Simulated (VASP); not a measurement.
# Te2Pt (P-3m1) in VASP: further runs

Aim: see how the results for Te2Pt move with the level of theory and the settings. Levels: rev-vdW-DF2, PBE+D3(BJ). Tasks: band structure.

Program: VASP 6.6.1. These are calculated values, not measurements. Logs are shortened: lines on timing, memory, paths and dates and some standing lists are left out, and cuts for length are marked.

## (1) The crystal as given

It takes space group P-3m1 (No. 164, trigonal). The conventional cell has a = 4.072 Å, b = 4.072 Å, c = 5.231 Å, α = 90.00°, β = 90.00°, γ = 120.00°. Around Te (site symmetry 3m) lie 3 Pt at 2.72 Å. Pt (site symmetry -3m) is surrounded by 6 Te at 2.72 Å.

## (2) Band structure, rev-vdW-DF2

Contents of INCAR:

```
SYSTEM = Te2Pt
PREC = Accurate
ENCUT = 520
EDIFF = 1E-7
ISMEAR = 1
SIGMA = 0.1
LREAL = .FALSE.
LASPH = .TRUE.
NELM = 80
ALGO = Normal
ISIF = 2
LWAVE = .FALSE.
LCHARG = .FALSE.
LMAXMIX = 4
GGA = MK
LUSE_VDW = .TRUE.
AGGAC = 0.0
PARAM1 = 0.1234
PARAM2 = 0.711357
ZAB_VDW = -1.8867
NBANDS = 18
ICORELEVEL = 1
```

Contents of KPOINTS:

```
Automatic mesh
0
G
  12 12 7
  0 0 0
```

Contents of POSCAR:

```
Te2Pt                                   
1.0
    4.0720585614      0.0000000000      0.0000000000
   -2.0360292807      3.5265061607      0.0000000000
    0.0000000000      0.0000000000      5.2305522869
  Te              Pt            
     2     1
Direct
     0.3333333300000021    0.6666666699999979    0.2619844588513089
     0.6666666699999979    0.3333333300000021    0.7380155411486911
     0.0000000000000000    0.0000000000000000    0.0000000000000000
```

Contents of KPOINTS_OPT:

```
explicit points
141
Reciprocal
 0.0000000000  0.0000000000  0.0000000000 1
 0.0357142857  0.0000000000  0.0000000000 1
 0.0714285714  0.0000000000  0.0000000000 1
 0.1071428571  0.0000000000  0.0000000000 1
 0.1428571429  0.0000000000  0.0000000000 1
 0.1785714286  0.0000000000  0.0000000000 1
[... 133 lines left out ...]
 0.5000000000  0.0000000000  0.5000000000 1
 0.5000000000  0.0000000000  0.0000000000 1
```

Potentials or basis: VASP PAW PBE potentials, release 64 (Te, Pt).

Launch:

```
> cat potpaw_PBE.64/Te/POTCAR potpaw_PBE.64/Pt/POTCAR > POTCAR
> mpirun -np 1 vasp_std > vasp.out
```

OUTCAR:

```text
SYSTEM = Te2Pt
   PREC = Accurate
   ENCUT = 520
   EDIFF = 1E-7
   ISMEAR = 1
   LREAL = .FALSE.
   LASPH = .TRUE.
   NELM = 80
   ISIF = 2
   GGA = MK

 ion  position               nearest neighbor table
   1  0.333  0.667  0.262-   3 2.72   3 2.72   3 2.72   2 3.42   2 3.42   2 3.42   2 3.61   2 3.61
                             2 3.61
   2  0.667  0.333  0.738-   3 2.72   3 2.72   3 2.72   1 3.42   1 3.42   1 3.42   1 3.61   1 3.61
                             1 3.61
   3  0.000  0.000  0.000-   1 2.72   2 2.72   2 2.72   1 2.72   2 2.72   1 2.72

  LATTYP: Found a hexagonal cell.
 ALAT       =     4.0720585614
 C/A-ratio  =     1.2844982969

  Lattice vectors:

 A1 = (   4.0720585614,   0.0000000000,   0.0000000000)
 A2 = (  -2.0360292807,   3.5265061607,   0.0000000000)
 A3 = (   0.0000000000,   0.0000000000,   5.2305522869)

Analysis of symmetry for initial positions (statically):
=====================================================================
 Subroutine PRICEL returns:
 Original cell was already a primitive cell.

 Routine SETGRP: Setting up the symmetry group for a
 hexagonal supercell.

 Subroutine GETGRP returns: Found 12 space group operations
 (whereof 12 operations were pure point group operations)
 out of a pool of 24 trial point group operations.

The static configuration has the point symmetry D_3d.

Analysis of symmetry for dynamics (positions and initial velocities):
=====================================================================
 Subroutine PRICEL returns:
 Original cell was already a primitive cell.

 Routine SETGRP: Setting up the symmetry group for a
 hexagonal supercell.

 Subroutine GETGRP returns: Found 12 space group operations
 (whereof 12 operations were pure point group operations)
 out of a pool of 24 trial point group operations.

The dynamic configuration has the point symmetry D_3d.

 Subroutine INISYM returns: Found 12 space group operations
 (whereof 12 operations are pure point group operations),
 and found     1 'primitive' translations

----------------------------------------------------------------------------------------

                                     Primitive cell

  volume of cell :      75.1115

  direct lattice vectors                    reciprocal lattice vectors
     4.072058561  0.000000000  0.000000000     0.245576036  0.141783390  0.000000000
    -2.036029281  3.526506161  0.000000000     0.000000000  0.283566781  0.000000000
     0.000000000  0.000000000  5.230552287     0.000000000  0.000000000  0.191184400

  length of vectors
     4.072058561  4.072058562  5.230552287     0.283566781  0.283566781  0.191184400

  position of ions in fractional coordinates (direct lattice)
     0.333333330  0.666666670  0.261984459
     0.666666670  0.333333330  0.738015541
     0.000000000  0.000000000  0.000000000

  ion indices of the primitive-cell ions
   primitive index   ion index
                 1           1
                 2           2
                 3           3

----------------------------------------------------------------------------------------

 KPOINTS: Automatic mesh

Automatic generation of k-mesh.
 Grid dimensions read from file:
 generate k-points for:   12   12    7

 Generating k-lattice:

  Cartesian coordinates                     Fractional coordinates (reciprocal lattice)
     0.020464670  0.011815283  0.000000000     0.083333333 -0.000000000  0.000000000
     0.000000000  0.023630565  0.000000000     0.000000000  0.083333333  0.000000000
     0.000000000  0.000000000  0.027312057     0.000000000  0.000000000  0.142857143

  Length of vectors
     0.023630565  0.023630565  0.027312057

  Shift w.r.t. Gamma in fractional coordinates (k-lattice)
     0.000000000  0.000000000  0.000000000

 Subroutine IBZKPT returns following result:
 ===========================================

 Found    112 irreducible k-points:

 Following reciprocal coordinates:
            Coordinates               Weight
  0.000000  0.000000  0.000000      1.000000
  0.083333 -0.000000  0.000000      6.000000
  0.166667  0.000000  0.000000      6.000000
  0.250000 -0.000000  0.000000      6.000000
  0.333333  0.000000  0.000000      6.000000
  0.416667 -0.000000  0.000000      6.000000
[... 16 lines left out ...]
  0.166667  0.000000  0.142857      6.000000
  0.000000  0.166667  0.142857      6.000000
 [... further k-points ...]
   k-points           NKPTS =    112   k-points in BZ     NKDIM =    112   number of bands    NBANDS=     18
   number of dos      NEDOS =    301   number of ions     NIONS =      3
   total plane-waves  NPLWV =  36000
   dimension x,y,z NGX =    30 NGY =   30 NGZ =   40
   dimension x,y,z NGXF=    60 NGYF=   60 NGZF=   80
   ions per type =               2   1
   NGX,Y,Z   is equivalent  to a cutoff of  12.25, 12.25, 12.71 a.u.
   NGXF,Y,Z  is equivalent  to a cutoff of  24.50, 24.50, 25.43 a.u.
 SYSTEM =  Te2Pt
   PREC   = accura    normal or accurate (medium, high low for compatibility)
   ISTART =      0    job   : 0-new  1-cont  2-samecut
   ICHARG =      2    charge: 1-file 2-atom 10-const
   ISPIN  =      1    spin polarized calculation?
   LNONCOLLINEAR =      F non collinear calculations
   LSORBIT =      F    spin-orbit coupling
   LASPH  =      T    aspherical Exc in radial PAW
   ENCUT  =  520.0 eV  38.22 Ry    6.18 a.u.   7.57  7.57  9.73*2*pi/ulx,y,z
   NELM   =     80;   NELMIN=  2; NELMDL= -5     # of ELM steps
   EDIFF  = 0.1E-06   stopping-criterion for ELM
   LREAL  =      F    real-space projection
   EDIFFG = 0.1E-05   stopping-criterion for IOM
   NSW    =      0    number of steps for IOM
   IBRION =     -1    ionic relax: 0-MD 1-quasi-New 2-CG
   NFREE  =      0    steps in history (QN), initial steepest desc. (CG)
   ISIF   =      2    stress and relaxation
   ISYM   =      2    0-nonsym 1-usesym 2-fastsym
   POTIM  = 0.5000    time-step for ionic-motion
   TEBEG  =    0.0;   TEEND  =   0.0 temperature during run
   PSTRESS=    0.0 pullay stress
   NELECT =      22.0000    total number of electrons
   NUPDOWN=      -1.0000    fix difference up-down
   EMIN   =  10.00;   EMAX   =-10.00  energy-range for DOS
   EFERMI =   0.00;   METHOD = LEGACY
   ISMEAR =     1;   SIGMA  =   0.10  broadening in eV -4-tet -1-fermi 0-gaus
   EFERMI_NEDOS =   21; number of points for ismear=-14 and -15
   IALGO  =     38    algorithm
   IMIX   =      4    mixing-type and parameters
     AMIX     =   0.40;   BMIX     =  1.00
     AMIX_MAG =   1.60;   BMIX_MAG =  1.00
  volume/ion in A,a.u.               =      25.04       168.96
  Fermi-wavevector in a.u.,A,eV,Ry     =   1.087211  2.054530 16.082450  1.182027
  Thomas-Fermi vector in A             =   2.223365
   LORBIT       =      0    0 simple, 1 ext, 2 COOP (PROOUT), +10 PAW based schemes
   GGA     = MK    functional components
   LHFCALC =     F    Hartree Fock is set to
   AEXX    =    0.0000 exact exchange contribution
   IVDW_NL    =     1    kernel type
   BPARAM     = 6.3000
   IVDW    =     0    specifies the selected vdW correction
   LEPSILON=     F    determine dielectric tensor
   LRPA    =     F    only Hartree local field effects (RPA)
 non-spin polarized calculation
 Methfessel and Paxton  Order N= 1 SIGMA  =   0.10
  energy-cutoff  :      520.00
  volume of cell :       75.11
 maximum number of plane-waves:      2043
   NGX = 15   NGY = 15   NGZ = 19

 number of electron      21.9999997 magnetization

 Free energy of the ion-electron system (eV)
  ---------------------------------------------------
  ext. energy  EPLUGINS =         0.00000000
  ---------------------------------------------------
  free energy    TOTEN  =        -8.18941803 eV

  energy without entropy =       -8.19044484  energy(sigma->0) =       -8.18976030

 the core state eigenenergies are
   1-  1s -31608.2864  2s  -4835.8285  2p  -4339.2287  3s   -952.0325  3p   -790.6906
       3d   -546.9400  4s   -151.5212  4p   -101.5591  4d    -28.8736
   2-  1s -31608.2864  2s  -4835.8285  2p  -4339.2287  3s   -952.0325  3p   -790.6906
       3d   -546.9400  4s   -151.5212  4p   -101.5591  4d    -28.8736
   3-  1s -78390.3727  2s -13760.0299  2p -11920.2988  3s  -3223.8964  3p  -2688.3971
       3d  -2108.7688  4s   -684.2154  4p   -508.6606  4d   -295.7362  4f    -59.1489
       5s    -90.6490  5p    -44.7717

 E-fermi :   8.2218     XC(G=0): -10.4677

 val. band max:        8.2126601114   @ k =   0.0833   0.0833   0.4286
 cond. band min:       8.2380699460   @ k =  -0.2500  -0.4167   0.1429
 fundamental gap:      0.0254098346
 Fermi energy:         8.2217968329

 k-point     1 :       0.0000    0.0000    0.0000
  band No.  band energies     occupation
      1      -5.5923      2.00000
      2      -2.3389      2.00000
      3       1.7098      2.00000
      4       2.7526      2.00000
      5       2.7526      2.00000
      6       4.6409      2.00000
[... 10 lines left out ...]
     17      14.1843      0.00000
     18      17.6407      0.00000

 k-point     2 :       0.0833   -0.0000    0.0000
  band No.  band energies     occupation
      1      -5.5203      2.00000
      2      -2.3780      2.00000
      3       1.7947      2.00000
      4       2.7916      2.00000
      5       2.8099      2.00000
      6       4.5798      2.00000
[... 10 lines left out ...]
     17      14.3446      0.00000
     18      16.6112      0.00000

 k-point     3 :       0.1667    0.0000    0.0000
  band No.  band energies     occupation
      1      -5.3090      2.00000
      2      -2.4890      2.00000
      3       2.0406      2.00000
      4       2.9023      2.00000
      5       2.9706      2.00000
      6       4.3269      2.00000
[... 202 lines left out ...]
 k-point    13 :       0.1667    0.1667    0.0000
  band No.  band energies     occupation
      1      -4.7866      2.00000
      2      -2.7419      2.00000
      3       2.5848      2.00000
      4       3.1605      2.00000
      5       3.2569      2.00000
      6       3.5057      2.00000
[... 10 lines left out ...]
     17      15.6853      0.00000
     18      16.1208      0.00000

 k-point    14 :       0.2500    0.1667    0.0000
  band No.  band energies     occupation
      1      -4.3866      2.00000
      2      -2.9320      2.00000
      3       2.6073      2.00000
      4       2.9448      2.00000
      5       3.3897      2.00000
      6       3.4700      2.00000
      7       4.1496      2.00000
      8       4.9163      2.00000
      9       5.4569      2.00000

------------------------ aborting loop because EDIFF is reached ----------------------------------------

  FORCE on cell =-STRESS in cart. coord.  units (eV):
  Direction    XX          YY          ZZ          XY          YZ          ZX
  --------------------------------------------------------------------------------------
  -------------------------------------------------------------------------------------
  Total       -0.0038715     -0.0038715     -0.0113130      0.0000000      0.0000000     -0.0000000
  in kB       -0.0825810     -0.0825810     -0.2413129      0.0000000      0.0000000     -0.0000000
  external PRESSURE =      -0.1354917 kB  Pullay stress =       0.0000000 kB

 VOLUME and BASIS-vectors are now :
 -----------------------------------------------------------------------------
  energy-cutoff  :      520.00
  volume of cell :       75.11
      direct lattice vectors                 reciprocal lattice vectors
     4.072058561  0.000000000  0.000000000     0.245576036  0.141783390  0.000000000
    -2.036029281  3.526506161  0.000000000     0.000000000  0.283566781  0.000000000
     0.000000000  0.000000000  5.230552287     0.000000000  0.000000000  0.191184400

 POSITION                                       TOTAL-FORCE (eV/Angst)
 -----------------------------------------------------------------------------------
     -0.00000      2.35100      1.37032        -0.000000     -0.000000      0.001189
      2.03603      1.17550      3.86023         0.000000      0.000000     -0.001189
      0.00000      0.00000      0.00000         0.000000      0.000000      0.000000
 -----------------------------------------------------------------------------------
    total drift:                               -0.000000     -0.000000      0.000000

  FREE ENERGIE OF THE ION-ELECTRON SYSTEM (eV)
  ---------------------------------------------------
  free  energy   TOTEN  =        -8.1894180331 eV

  energy  without entropy=       -8.1904448368  energy(sigma->0) =       -8.18976030

Total vdW correction in eV:      3.4657383
```

Wall time 3.1 min (1 thread of Intel Xeon Platinum 8375C at 2.90GHz (Ice Lake), shared host); peak memory 0.51 GiB.

Results:

- Free energy: -8.1894 eV
- Pressure: 0.0 GPa
- Band gap along the path: none (metal or under the smearing width)

Levels at the corners of the path, in eV from the Fermi level:
| point | band 7 | band 8 | band 9 | band 10 | band 11 | band 12 | band 13 | band 14 | band 15 | band 16 |
| --- | --- | --- | --- | --- | --- | --- | --- | --- | --- | --- |
| Γ | -3.58 | -2.58 | -0.44 | -0.44 | 0.91 | 0.91 | 1.48 | 2.77 | 4.00 | 5.96 |
| M | -3.30 | -3.29 | -3.26 | -3.24 | -2.80 | 0.12 | 2.48 | 3.87 | 5.36 | 5.52 |
| M | -3.30 | -3.29 | -3.26 | -3.24 | -2.80 | 0.12 | 2.48 | 3.87 | 5.36 | 5.52 |
| K | -4.15 | -3.45 | -1.91 | -1.72 | -1.72 | -0.20 | -0.20 | 2.58 | 6.51 | 7.51 |
| K | -4.15 | -3.45 | -1.91 | -1.72 | -1.72 | -0.20 | -0.20 | 2.58 | 6.51 | 7.51 |
| Γ | -3.58 | -2.58 | -0.44 | -0.44 | 0.91 | 0.91 | 1.48 | 2.77 | 4.00 | 5.96 |
| Γ | -3.58 | -2.58 | -0.44 | -0.44 | 0.91 | 0.91 | 1.48 | 2.77 | 4.00 | 5.96 |
| A | -3.61 | -2.25 | -1.43 | -1.17 | -1.17 | 2.15 | 2.15 | 4.21 | 5.08 | 5.08 |
| A | -3.61 | -2.25 | -1.43 | -1.17 | -1.17 | 2.15 | 2.15 | 4.21 | 5.08 | 5.08 |
| L | -3.31 | -3.25 | -3.10 | -2.21 | -0.68 | 0.37 | 1.29 | 4.20 | 4.39 | 6.39 |
| L | -3.31 | -3.25 | -3.10 | -2.21 | -0.68 | 0.37 | 1.29 | 4.20 | 4.39 | 6.39 |
| H | -3.87 | -3.87 | -3.32 | -2.57 | -2.57 | 2.44 | 2.44 | 5.66 | 6.67 | 6.67 |
| H | -3.87 | -3.87 | -3.32 | -2.57 | -2.57 | 2.44 | 2.44 | 5.66 | 6.67 | 6.67 |
| A | -3.61 | -2.25 | -1.43 | -1.17 | -1.17 | 2.15 | 2.15 | 4.21 | 5.08 | 5.08 |
| L | -3.31 | -3.25 | -3.10 | -2.21 | -0.68 | 0.37 | 1.29 | 4.20 | 4.39 | 6.39 |
| M | -3.30 | -3.29 | -3.26 | -3.24 | -2.80 | 0.12 | 2.48 | 3.87 | 5.36 | 5.52 |
| K | -4.15 | -3.45 | -1.91 | -1.72 | -1.72 | -0.20 | -0.20 | 2.58 | 6.51 | 7.51 |
| H | -3.87 | -3.87 | -3.32 | -2.57 | -2.57 | 2.44 | 2.44 | 5.66 | 6.67 | 6.67 |

Core levels (eV, on the scale of the bands):
| atom | levels |
| --- | --- |
| 1 Te | 1s -31608.3, 2s -4835.8, 2p -4339.2, 3s -952.0, 3p -790.7, 3d -546.9, 4s -151.5, 4p -101.6, 4d -28.9 |
| 2 Te | 1s -31608.3, 2s -4835.8, 2p -4339.2, 3s -952.0, 3p -790.7, 3d -546.9, 4s -151.5, 4p -101.6, 4d -28.9 |
| 3 Pt | 1s -78390.4, 2s -13760.0, 2p -11920.3, 3s -3223.9, 3p -2688.4, 3d -2108.8, 4s -684.2, 4p -508.7, 4d -295.7, 4f -59.1, 5s -90.6, 5p -44.8 |

Caveat: the PAW data sets were made with another functional, which shifts forces and pressure a little; spin-orbit coupling is left out, which moves the levels of the heavy elements.

(Continued in part 2 of 2.)
